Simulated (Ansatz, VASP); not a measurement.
Two plane-wave programs on LiF

File POSCAR:

```
LiF
1.0
    0.0000000000      2.1446105480      2.1379622553
    2.1446105480      0.0000000000      2.1379622553
    2.1446105480      2.1446105480      0.0000000000
Li F
1 1
Direct
    0.0000000000      0.0000000000      0.0000000000
    0.2500000000      0.2500000000      0.2500000000
```

Contents of INCAR.step1:

```
PREC = Accurate
ENCUT = 520
ISMEAR = 0
SIGMA = 0.01
LREAL = F
LASPH = T
NELM = 60
NBANDS = 12
GGA = PE
ALGO = Normal
EDIFF = 1E-4
LWAVE = T
LCHARG = F
```

File INCAR.step2:

```
PREC = Accurate
ENCUT = 520
EDIFF = 1E-7
ISMEAR = 0
SIGMA = 0.01
LREAL = F
LASPH = T
NELM = 60
ALGO = Normal
ISIF = 2
LWAVE = F
LCHARG = F
METAGGA = R2SCAN
LMIXTAU = T
NBANDS = 12
ISTART = 1
```

KPOINTS

```
regular mesh
0
Gamma
  10 10 10
```

Input for Ansatz:

```yaml
crystal:
  lattice:
    - [0.0, 2.144610548, 2.1379622553]
    - [2.144610548, 0.0, 2.1379622553]
    - [2.144610548, 2.144610548, 0.0]
  atoms:
    - { symbol: Li, position: [0.0, 0.0, 0.0] }
    - { symbol: F, position: [0.25, 0.25, 0.25] }
kpoints:
  mp_grid: { grid: [10, 10, 10] }
  band_path:
    path:
      - [0.0, 0.0, 0.0]
      - [-0.5, -0.5, 0.0]
      - [-0.375, -0.375, 0.25]
      - [-0.375, 0.0, 0.375]
      - [0.0, 0.0, 0.5]
      - [-0.5, -0.25, 0.25]
      - [-0.002604, -0.002604, 0.0]
    npoints: 1
hamiltonian:
  xc: r2scan
scf:
  occupations: { method: fixed }
  n_extra_bands: 4
output:
  forces: true
  stress: true
  eigenvalues: true
```

Change from the starting cell: uniaxial_z strain -0.3%.

Alike in both runs: task single point; functional r2SCAN; k mesh 10 × 10 × 10; no spin polarisation.

```csv
,VASP,Ansatz
version,VASP 6.6.1,Ansatz 0.2.0
potentials or method,"VASP PAW PBE potentials, release 64 (Li_sv, F)","plane waves, PAW"
plane-wave cutoff (eV),520,500
occupations,"gaussian, width 0.01 eV",fixed
valence electrons in the cell,10,10
```

```csv
,VASP,Ansatz,Ansatz less VASP
gap on the k mesh at the Fermi level (eV),8.77,8.68,-0.096
```

 A k mesh can miss the band edges.
